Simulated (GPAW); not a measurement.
Input of a GPAW 26.7.0 run:

File run.py:

```python
from ase import Atoms
from ase.dft.bandgap import bandgap
from ase.io import write
from ase.units import GPa
from gpaw import GPAW, PW, setup_paths

setup_paths.insert(0, '.')

atoms = Atoms(['Sn', 'Sn', 'O', 'O'],
              cell=[[3.355005, 0.0, 0.0],
                    [0.0, 5.674104, 0.0],
                    [0.0, 0.0, 4.22197]],
              scaled_positions=[[0.5, 0.768091, 0.013144],
                                [0.0, 0.231909, 0.513144],
                                [0.5, 0.10875, 0.236857],
                                [0.0, 0.89125, 0.736857]],
              pbc=True)

calc = GPAW(mode=PW(800),
            xc='PBEsol',
            kpts={'size': (8, 5, 6), 'gamma': True},
            occupations={'name': 'fermi-dirac', 'width': 0.05},
            nbands=33,
            convergence={'density': 1e-05, 'energy': 1e-05},
            maxiter=150,
            txt='gpaw.txt')
atoms.calc = calc
energy = atoms.get_potential_energy()
forces = atoms.get_forces()
stress = atoms.get_stress()
calc.write('gs.gpw')
write('result.traj', atoms)
print(f'Energy: {energy:.6f} eV')
print('Forces (eV/A):')
print(forces.round(4))
print('Stress (GPa):', (stress / GPa).round(3))
print('Fermi level:', round(calc.get_fermi_level(), 4), 'eV')
print(f'Gap: {bandgap(calc)[0]:.4f} eV, direct: {bandgap(calc, direct=True)[0]:.4f} eV')
```

Potentials or basis: PAW data sets generated in the run's folder for this functional, pw.

The run is started by

```bash
$ gpaw-setup -f PBEsol O Sn
$ OMP_NUM_THREADS=1 python run.py
```

Task: What does it give for the largest force?

Result: 0.492 eV/Å.

Task: What does it give for the band gap on the k mesh?

Result: 1.42 eV, indirect (least direct gap 2.00 eV).

Task: What does it give for the pressure?

Result: -3.6 GPa.

Forces in eV/Å, atoms in the order of the input:
```
Sn   0.000  0.469 -0.149
Sn   0.000 -0.469 -0.149
O    0.000 -0.146  0.149
O    0.000  0.146  0.149
```

Caveat: spin-orbit coupling is left out, which moves the levels of the heavy elements; an odd mesh through Γ misses points on the zone boundary, where band edges often lie.
